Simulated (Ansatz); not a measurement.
# Zone-centre phonons of MoP at 15 GPa: input and output

Level of theory: Ansatz, DFT PBEsol, scalar-relativistic, plane waves, PAW.

Launched with:
```bash
ansatz run input.yaml --threads 1 --pin off --max-ram 3072MiB --backend cpu --events-out ev --progress --plain --runs-dir out
```

Input (bare energies are in eV):
```yaml
crystal:
  lattice:
    - [3.1353882738, 0.0, 0.0]
    - [-1.5676941369, 2.7153258959, 0.0]
    - [0.0, 0.0, 3.1384169365]
  atoms:
    - { symbol: Mo, position: [0.0, 0.0, 0.0] }
    - { symbol: P, position: [0.3333333333, 0.6666666667, 0.5] }
basis:
  ecutwfc: 420
kpoints:
  mp_grid: { grid: [18, 18, 14] }
hamiltonian:
  xc: pbesol
scf:
  occupations: { method: fermi_dirac, width: 0.15 }
output:
  eigenvalues: true
phonons:
  method: dfpt
  eigenvectors: true
```

The end of the output:
```
--- Phonons (Γ-DFPT): 4 representative perturbations + reference, on 728 of 4536 k-points (Σ response iterations 12) ---
  k mesh reduced under 4 symmetry operations, with k and −k counted as one. Each operation leaves every solved displacement unchanged or reverses it
  ASR residual: 1.105e-3 → 0.000e0 eV/Å²; symmetrization residual: 4.681e-6 eV/Å²
  ASR residual per site (eV/Å²): 1.10e-3 2.01e-6
  Γ frequencies (cm⁻¹): 0.00 0.00 0.00 441.38 441.38 453.12
  non-analytic LO–TO correction: not included (Born effective charges unavailable; polar crystals: no LO–TO splitting at Γ)
```

It took 3 min on 1 thread of Intel(R) Xeon(R) Platinum 8259CL CPU @ 2.50GHz (Skylake/Cascade Lake) (shared host), peak memory 1.1 GiB.

In a metal, frequencies and elastic constants depend on the k mesh and the smearing, soft modes and shear constants most. Other phases may be more stable at this pressure.